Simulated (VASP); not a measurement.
Input of a VASP 6.6.1 run:

The input POSCAR:

```
BAs
1.0
    0.0000000000      2.3711456976      2.3711456976
    2.3711456976      0.0000000000      2.3711456976
    2.3711456976      2.3711456976      0.0000000000
  B               As
     1     1
Direct
     0.0000000000000000    0.0000000000000000    0.0000000000000000
     0.2500000000000000    0.2500000000000000    0.2500000000000000
```

INCAR.step1

```
SYSTEM = BAs
PREC = Accurate ; ENCUT = 600
EDIFF = 1E-8 ; ISMEAR = 0
SIGMA = 0.03 ; LREAL = .False.
LASPH = .True. ; NELM = 80
ALGO = Normal ; ISIF = 3
LWAVE = .False. ; LCHARG = .False.
GGA = CA ; PSTRESS = -15.0
IBRION = 2 ; NSW = 40
EDIFFG = -0.002
```

File INCAR.step2:

```
SYSTEM = BAs
PREC = Accurate ; ENCUT = 600
EDIFF = 1E-8 ; ISMEAR = 0
SIGMA = 0.03 ; LREAL = .False.
LASPH = .True. ; NELM = 80
ALGO = Normal ; ISIF = 2
LWAVE = .False. ; LCHARG = .False.
GGA = CA ; PSTRESS = -15.0
IBRION = 6 ; NFREE = 2
POTIM = 0.015 ; NSW = 1
```

File KPOINTS:

```
Automatic mesh
0
Gamma
  10 10 10
  0 0 0
```

Potentials or basis: VASP PAW LDA potentials, release 64 (B, As).

The run is started by

```sh
$ cat potpaw_LDA.64/B/POTCAR potpaw_LDA.64/As/POTCAR > POTCAR
$ cp INCAR.step1 INCAR
$ mpirun -np 1 vasp_std > vasp.out
$ cp CONTCAR POSCAR
$ cp INCAR.step2 INCAR
$ mpirun -np 1 vasp_std > vasp.out
```

Q: What does it give for the highest phonon frequency at Γ, LO-TO splitting left out?

A: 693 cm⁻¹.

Q: Estimate the space group after relaxing (to 0.05 Å).

A: F-43m (No. 216).

Q: Estimate the relaxed cell.

A: a = 3.365 Å, b = 3.365 Å, c = 3.365 Å, α = 60.00°, β = 60.00°, γ = 60.00°.

Q: Estimate the relaxed volume.

A: 13.47 Å³/atom.

Step by step:
| step | energy change (eV) | largest force (eV/Å) | pressure (GPa) | volume (Å³) |
| --- | --- | --- | --- | --- |
| 1 | 0.0000 | 0.0000 | -0.01 | 26.66 |
| 2 | 0.0039 | 0.0000 | -2.56 | 27.15 |
| 3 | 0.0013 | 0.0000 | -1.50 | 26.94 |
